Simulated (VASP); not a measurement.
Here is a VASP 6.6.1 calculation.

POSCAR

```
Se
1.0
    4.0646724176      0.0000000000      0.0000000000
   -2.0323362088      3.5201095717      0.0000000000
    0.0000000000      0.0000000000      5.1336898583
  Se
     3
Direct
     0.2477491666456899    0.0000000000000000    0.3333333332999970
     0.0000000000000000    0.2477491666456899    0.6666666667000030
     0.7522508333543101    0.7522508333543101    0.0000000000000000
```

The input INCAR.step1:

```
SYSTEM = Se
PREC     = Accurate       ! precision mode
ENCUT    = 600            ! plane-wave cutoff, eV
EDIFF    = 1E-8           ! SCF threshold, eV
ISMEAR   = 0              ! smearing method
SIGMA    = 0.03           ! smearing width, eV
LREAL    = .FALSE.        ! projectors in reciprocal space
LASPH    = .TRUE.         ! aspherical terms in the spheres
NELM     = 80             ! most SCF steps
ALGO     = Normal         ! electronic algorithm
ISIF     = 3              ! what is computed and relaxed
LWAVE    = .FALSE.        ! write WAVECAR
LCHARG   = .FALSE.        ! write CHGCAR
GGA      = PE             ! functional
IVDW     = 12             ! dispersion correction
KPAR     = 2            
IBRION   = 2              ! ionic algorithm
NSW      = 40             ! ionic steps
EDIFFG   = -0.002         ! ionic threshold
```

The input INCAR.step2:

```
SYSTEM = Se
PREC     = Accurate       ! precision mode
ENCUT    = 600            ! plane-wave cutoff, eV
EDIFF    = 1E-8           ! SCF threshold, eV
ISMEAR   = 0              ! smearing method
SIGMA    = 0.03           ! smearing width, eV
LREAL    = .FALSE.        ! projectors in reciprocal space
LASPH    = .TRUE.         ! aspherical terms in the spheres
NELM     = 80             ! most SCF steps
ALGO     = Normal         ! electronic algorithm
ISIF     = 2              ! what is computed and relaxed
LWAVE    = .FALSE.        ! write WAVECAR
LCHARG   = .FALSE.        ! write CHGCAR
GGA      = PE             ! functional
IVDW     = 12             ! dispersion correction
KPAR     = 2            
IBRION   = 6              ! ionic algorithm
NFREE    = 2            
POTIM    = 0.015          ! step
NSW      = 1              ! ionic steps
```

Contents of KPOINTS:

```
regular mesh
0
G
  9 9 6
  0 0 0
```

Potentials or basis: VASP PAW PBE potentials, release 64 (Se).

Run with:

```bash
$ cat potpaw_PBE.64/Se/POTCAR > POTCAR
$ cp INCAR.step1 INCAR
$ mpirun -np 2 vasp_std > vasp.out
$ cp CONTCAR POSCAR
$ cp INCAR.step2 INCAR
$ mpirun -np 2 vasp_std > vasp.out
```

(1) What does it give for the highest phonon frequency at Γ?

(2) Estimate the dispersion energy per atom.

Answers

(1) 203 cm⁻¹.

(2) -0.356 eV.
